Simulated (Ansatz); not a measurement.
Trial structures of Be: starts and ends

All numbers below come from Ansatz 0.2.0, DFT PBE, scalar-relativistic, plane waves, PAW. All cells share a 420 eV cutoff and Γ-centred k meshes spaced at most about 0.3 Å⁻¹ (about 0.25 or finer for metals, 2π included). No spin polarisation in the final relaxations.

Each guess was relaxed in cell and atoms at zero pressure, within the symmetry of its start. All energies are static (0 K, no zero-point motion). Coordination counts all near atoms (those within 1.25 times the shortest distance at each site).

```json
{"guess": "1", "made from": "one element on all sites of the Sb type", "start group": "P2_1/m", "V start (Å³/atom)": "8.2", "end group": "?", "V end (Å³/atom)": "?", "coordination at the end": "?", "gap on mesh (eV)": "?", "E over the lowest end (meV/atom)": "?"}
{"guess": "2", "made from": "one element on all sites of the Mg3Sn type", "start group": "P-3", "V start (Å³/atom)": "8.2", "end group": "P6_3/mmc (hcp)", "V end (Å³/atom)": "7.9", "coordination at the end": "Be 12", "gap on mesh (eV)": "0", "E over the lowest end (meV/atom)": "0"}
{"guess": "3", "made from": "one element on all sites of the F type", "start group": "C2/m", "V start (Å³/atom)": "8.2", "end group": "R-3m", "V end (Å³/atom)": "7.9", "coordination at the end": "Be 12", "gap on mesh (eV)": "0", "E over the lowest end (meV/atom)": "36"}
{"guess": "4", "made from": "random cell", "start group": "P4/mmm", "V start (Å³/atom)": "5.7", "end group": "P4/mmm", "V end (Å³/atom)": "10.8", "coordination at the end": "Be 4", "gap on mesh (eV)": "0", "E over the lowest end (meV/atom)": "936"}
```

Guess 1 as it starts:

```cif
data_structure
_symmetry_space_group_name_H-M 'P2_1/m'
_symmetry_Int_Tables_number 11
_cell_length_a 2.0479
_cell_length_b 2.8110
_cell_length_c 2.8524
_cell_angle_alpha 90.000
_cell_angle_beta 91.660
_cell_angle_gamma 90.000
_cell_volume 16.41
loop_
_atom_site_label
_atom_site_type_symbol
_atom_site_symmetry_multiplicity
_atom_site_Wyckoff_symbol
_atom_site_fract_x
_atom_site_fract_y
_atom_site_fract_z
_atom_site_occupancy
Be1 Be 2 e 0.45665 0.75000 0.76354 1
```

Q: Fill in the missing row: what does this guess relax into, and where does it rank?

A: It ends in the fcc type, space group Fm-3m (No. 225), with a = 3.157 Å, 7.9 Å³/atom and no gap; its coordination is Be 12. It lies 82 meV/atom over the lowest end, above guess 3 and below guess 4. Counting all near atoms, this end and the lowest (guess 2) both have Be 12.

```cif
data_structure
_symmetry_space_group_name_H-M 'Fm-3m'
_symmetry_Int_Tables_number 225
_cell_length_a 3.1575
_cell_length_b 3.1575
_cell_length_c 3.1575
_cell_angle_alpha 90.000
_cell_angle_beta 90.000
_cell_angle_gamma 90.000
_cell_volume 31.48
loop_
_atom_site_label
_atom_site_type_symbol
_atom_site_symmetry_multiplicity
_atom_site_Wyckoff_symbol
_atom_site_fract_x
_atom_site_fract_y
_atom_site_fract_z
_atom_site_occupancy
Be1 Be 4 a 0.00000 0.00000 0.00000 1
```

With atoms moved at random, R-3m came back. Other cells relaxed within their symmetry can be saddle points. The part of the Crystallography Open Database at hand lists Be in space groups No. 18, 194; sharing a group (P6_3/mmc) doesn't make a cell the listed structure. Some structure types and database cells were kept out of the candidates from the start, so a known form may be missing.
